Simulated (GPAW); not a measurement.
# I (Fmmm) in GPAW: band structure with r2SCAN

Aim: the band structure of I with r2SCAN.

Everything below comes from runs of GPAW 26.7.0. Logs are shortened: lines on timing, memory, paths and dates and some standing lists are left out, and cuts for length are marked. The log counts tension as positive stress, the text compression.

## Step 1: The crystal as given

It takes space group Fmmm (No. 69, orthorhombic). The conventional cell has a = 4.384 Å, b = 4.731 Å, c = 7.820 Å, α = 90.00°, β = 90.00°, γ = 90.00°. Around I (site symmetry mmm) lie 4 I at 3.23 Å.

## Step 2: Band structure, r2SCAN

Input file run.py:

```python
from ase.dft.bandgap import bandgap
from ase.io import read, write
from ase.units import GPa
from gpaw import GPAW, PW

atoms = read('I.xyz')

calc = GPAW(mode=PW(600),
            xc='MGGA_X_R2SCAN+MGGA_C_R2SCAN',
            kpts={'size': (8, 8, 8), 'gamma': True},
            occupations={'name': 'fermi-dirac', 'width': 0.05},
            nbands=10,
            convergence={'density': 1e-05, 'energy': 1e-05},
            maxiter=150,
            txt='gpaw.txt')
atoms.calc = calc
energy = atoms.get_potential_energy()
forces = atoms.get_forces()
stress = atoms.get_stress()
calc.write('gs.gpw')
write('result.traj', atoms)
print(f'Energy: {energy:.6f} eV')
print('Forces (eV/A):')
print(forces.round(4))
print('Stress (GPa):', (stress / GPa).round(3))
print('Fermi level:', round(calc.get_fermi_level(), 4), 'eV')
print(f'Gap: {bandgap(calc)[0]:.4f} eV, direct: {bandgap(calc, direct=True)[0]:.4f} eV')

path = atoms.cell.bandpath('GYCDXGZD1HC,C1Z,XH1,HY,LG', npoints=80, eps=1e-4)
bs_calc = calc.fixed_density(kpts=path, symmetry='off', nbands=20,
                             convergence={'bands': 'CBM+6.0', 'eigenstates': 1e-6}, txt='bands.txt')
bs = bs_calc.band_structure()
bs.write('bs.json')
print(f'Gap on the path: {bandgap(bs_calc)[0]:.4f} eV')
```

Input file I.xyz:

```xyz
1
Lattice="0.0000000000 2.3656004428 3.9098401324 2.1922454667 0.0000000000 3.9098401324 2.1922454667 2.3656004428 0.0000000000" Properties=species:S:1:pos:R:3 pbc="T T T"
I      0.0000000000      0.0000000000      0.0000000000
```

Potentials or basis: GPAW PAW data sets (gpaw-data 1.2.1), pw.

On the command line:

```console
$ OMP_NUM_THREADS=1 python run.py
```

gpaw.txt:

```text
__  _  _
 | _ |_)|_||  |
 |__||  | ||/\| - 26.7.0

Input parameters:
  mode=PW(ecut=600.0),
  convergence={'density': 1e-05, 'energy': 1e-05},
  kpts=MonkhorstPack(size=(8, 8, 8), gamma=True),
  maxiter=150,
  nbands=10,
  occupations=Occupations(name='fermi-dirac', width=0.05),
  xc=XC(name='MGGA_X_R2SCAN+MGGA_C_R2SCAN')

Diagonalizing LCAO Hamiltonian
Converting LCAO to pw mode

       I

Atoms  # Å, Bohr magnetons
|   | symbol |        x |        y |        z |    initial magnetic moments |
|---|--------|----------|----------|----------|-----------------------------|
| 0 |      I | 0.000000 | 0.000000 | 0.000000 | ( 0.0000,  0.0000,  0.0000) |

Unit cell  # Å
| periodic |        x |        y |        z |  lengths |    angles |
|----------|----------|----------|----------|----------|-----------|
|      yes | 0.000000 | 2.365600 | 3.909840 | 4.569783 | 70.583691 |
|      yes | 2.192245 | 0.000000 | 3.909840 | 4.482498 | 67.685544 |
|      yes | 2.192245 | 2.365600 | 0.000000 | 3.225214 | 41.730765 |

Number of symmetries: 8
Symmetry operations  # r_c * U_cc + t_c -> r_c
|   | kind |            matrix            |
|---|------|------------------------------|
| 0 |  σ   |  1, 0, 0,  1, 0,-1,  1,-1, 0 |
| 1 |  E   |  1, 0, 0,  0, 1, 0,  0, 0, 1 |
| 2 |  C2  |  0, 1,-1,  1, 0,-1,  0, 0,-1 |
| 3 |  σ   |  0, 1,-1,  0, 1, 0, -1, 1, 0 |
| 4 |  C2  |  0,-1, 1,  0,-1, 0,  1,-1, 0 |
| 5 |  σ   |  0,-1, 1, -1, 0, 1,  0, 0, 1 |
| 6 |  i   | -1, 0, 0,  0,-1, 0,  0, 0,-1 |
| 7 |  C2  | -1, 0, 0, -1, 0, 1, -1, 1, 0 |

BZ-sampling:
  Number of BZ points: 512
  Number of IBZ points: 95

  Monkhorst-Pack size: [8, 8, 8]
  Monkhorst-Pack shift: [0.0625, 0.0625, 0.0625]

K-points  # in reciprocal-cell coordinates
|     |                                coordinates |     weight |
|-----|--------------------------------------------|------------|
|   0 | (  0.00000000,   0.00000000,   0.00000000) | 0.00195312 |
|   1 | (  0.00000000,   0.12500000,   0.12500000) | 0.00390625 |
|   2 | (  0.00000000,   0.25000000,   0.25000000) | 0.00390625 |
|   3 | (  0.00000000,   0.37500000,   0.37500000) | 0.00390625 |
|   4 | (  0.00000000,   0.50000000,   0.50000000) | 0.00195312 |
|   5 | (  0.12500000,  -0.37500000,   0.50000000) | 0.00390625 |
|   6 | (  0.12500000,   0.00000000,   0.12500000) | 0.00390625 |
|   7 | (  0.12500000,   0.12500000,   0.00000000) | 0.00390625 |
|   8 | (  0.12500000,   0.12500000,   0.12500000) | 0.01562500 |
|   9 | (  0.12500000,   0.12500000,   0.25000000) | 0.00781250 |
| ... |                                            |            |
|  94 | (  0.50000000,   0.50000000,   0.50000000) | 0.00781250 |

Plane wave coefficients: 1382
Cutoff: 600.0 eV

Spin-components: 1 (collinear spins)
Bands:           10
Projectors:      5
Spin-degeneracy: 2
Datatype:        complex128

Parallelization:
  kpt:    1
  domain: 1
  band:   1

Density:
  Valence electrons: 7.0
  Components: 1
  Grid points: [27 27 27]
  Charge: 0.0  # |e|

Potential:
  Grid points: [27 27 27]

species:
  I:
    name:    Iodine
    Z:       53.0
    valence: 7
    core:    46
    charge:  0.0  # [|e|]
    compensation charges:
      type: gauss
      rc: 0.37  # [Å]
      lmax: 2
    cutoffs:
      filter: 2.06  # [Å]
      core: 2.90  # [Å]
    projectors
    | kind |    occ | energy [eV] | rcut [Å] |
    |------|--------|-------------|----------|
    |   5s |  2.000 |     -17.382 |    1.164 |
    |   5p |  5.000 |      -7.088 |    1.164 |
    |    s |        |       9.829 |    1.164 |
    |    p |        |      20.123 |    1.164 |
    |    d |        |       0.000 |    1.164 |

    Using partial waves for I as LCAO basis

Reference energy: -193540.795666  # eV

eigensolver:
  PPCG
  Converge bands: occupied
  niter=2

density mixing:
  MSR1-Mixer
  Pratt-step length: 0.05
  Maximum mixing coefficient: 0.75
  Old densities: 10
  SVD Regularization: 0.005
  Good broyden scale: 1.0
  Trust region scale: 1.0
  Backstep threshold: 4.0
  History deletion threshold: 6.0
  Fourier metric: weight=20.0, sigma=0.015

occupation numbers:
  Fermi-Dirac:
    width: 0.0500  # eV

poisson solver:
  ecut: 4800.0  # eV

xc functional:
  name: MGGA_X_R2SCAN+MGGA_C_R2SCAN with 2 nearest neighbor stencil

convergence criteria:
- Maximum integral of absolute [dens]ity change: 1e-05 electrons / valence electron
- Maximum [total energy] change in last 3 cyles: 1e-05 eV / valence electron
- Maximum integral of absolute [eigenst]ate change: 4e-08 eV^2 / valence electron
maximum number of iterations: 150

SCF iterations
|iter     | |      energy | eigst |  dens |
|---------|-|-------------|-------|-------|
|iter:   1| |  -18.224903 | -0.81 |       |
|iter:   2| |  -16.787394 | -1.58 | -1.29 |
|iter:   3| |  -16.768502 | -2.46 | -1.35 |
|iter:   4| |  -16.761097 | -3.17 | -1.56 |
|iter:   5| |  -16.760732 | -3.92 | -1.56 |
|iter:   6| |  -16.761564 | -3.75 | -1.76 |
|iter:   7| |  -16.761851 | -4.26 | -2.20 |
|iter:   8| |  -16.761864 | -5.31 | -2.88 |
|iter:   9| |  -16.761865c| -7.05 | -4.01 |
|iter:  10| |  -16.761865c| -7.35 | -4.34 |
|iter:  11| |  -16.761865c| -8.21c| -5.02c|

Converged in 11 steps
Energy contributions relative to reference atoms: (reference = -193540.795666)

Energy contributions:
  Kinetic:          -7.450253
  Coulomb:           7.700463
  Zero:             -0.314533
  External:          0.000000
  Xc:              -16.695474
  Entropy:          -0.004137
  Spinorbit:         0.000000
  ----------------------------
  Free energy:     -16.763934
  Extrapolated:    -16.761865

dipole moment: (-21.431413, -23.126133, -38.222635)  # |e|*Ang

Fermi level: 3.181
Eigenvalues  # (at kpt = [0.000, 0.000, 0.000])
| band index |      eig [eV] | occ [0-2] |
|------------|---------------|-----------|
|          0 |       -11.222 |     2.000 |
|          1 |         1.096 |     2.000 |
|          2 |         3.990 |     0.000 |
|          3 |         4.315 |     0.000 |
|          4 |         8.213 |     0.000 |
|          5 |        11.188 |     0.000 |
|          6 |        12.174 |     0.000 |
|          7 |        16.088 |     0.000 |
|          8 |        16.417 |     0.000 |
|          9 |        16.709 |     0.000 |

No gap
No difference between direct/indirect transitions

Forces  # eV/Ang
|       x |       y |        z |
|---------|---------|----------|
| 0.00000 | 0.00000 | -0.00000 |  # I    0

Stress tensor  # eV/Ang^3
|         x |         y |         z |
|-----------|-----------|-----------|
| -0.001551 |  0.000000 |  0.000000 |
|  0.000000 | -0.001106 |  0.000000 |
|  0.000000 |  0.000000 | -0.000661 |

# Writing to gs.gpw (mode='')
```

It took 3.9 min on 1 thread of Intel Xeon Platinum 8375C at 2.90GHz (Ice Lake), shared host; peak memory 0.29 GiB.

What came out:

| Property | Result |
| --- | --- |
| Free energy | -16.7639 eV |
| Pressure | 0.2 GPa |
| Band gap along the path | none (metal or under the smearing width) |

Levels at the corners of the path, in eV from the Fermi level:
| point | band 1 | band 2 | band 3 | band 4 | band 5 |
| --- | --- | --- | --- | --- | --- |
| Γ | -14.40 | -2.08 | 0.81 | 1.13 | 5.03 |
| Y | -11.41 | -4.63 | -3.69 | -0.57 | 4.40 |
| C | -11.81 | -4.21 | -3.53 | -1.21 | 5.81 |
| D | -11.47 | -4.20 | -3.92 | -1.01 | 4.51 |
| X | -11.36 | -4.31 | -3.99 | -0.87 | 4.32 |
| Γ | -14.40 | -2.08 | 0.81 | 1.13 | 5.03 |
| Z | -14.14 | -4.25 | 0.58 | 0.92 | 7.46 |
| D1 | -11.47 | -4.20 | -3.92 | -1.01 | 4.51 |
| H | -11.37 | -4.37 | -3.94 | -0.83 | 4.44 |
| C | -11.81 | -4.21 | -3.53 | -1.21 | 5.81 |
| C1 | -11.81 | -4.21 | -3.53 | -1.21 | 5.81 |
| Z | -14.14 | -4.25 | 0.58 | 0.92 | 7.46 |
| X | -11.36 | -4.31 | -3.99 | -0.87 | 4.32 |
| H1 | -11.37 | -4.37 | -3.94 | -0.83 | 4.44 |
| H | -11.37 | -4.37 | -3.94 | -0.83 | 4.44 |
| Y | -11.41 | -4.63 | -3.69 | -0.57 | 4.40 |
| L | -12.83 | -5.45 | -1.86 | 1.80 | 5.20 |
| Γ | -14.40 | -2.08 | 0.81 | 1.13 | 5.03 |

Caveat: the PAW data sets were made with another functional, which shifts forces and pressure a little; spin-orbit coupling is left out, which moves the levels of the heavy elements; an odd number of electrons without spin polarisation forces a metal; a magnetic or distorted state may lie lower.
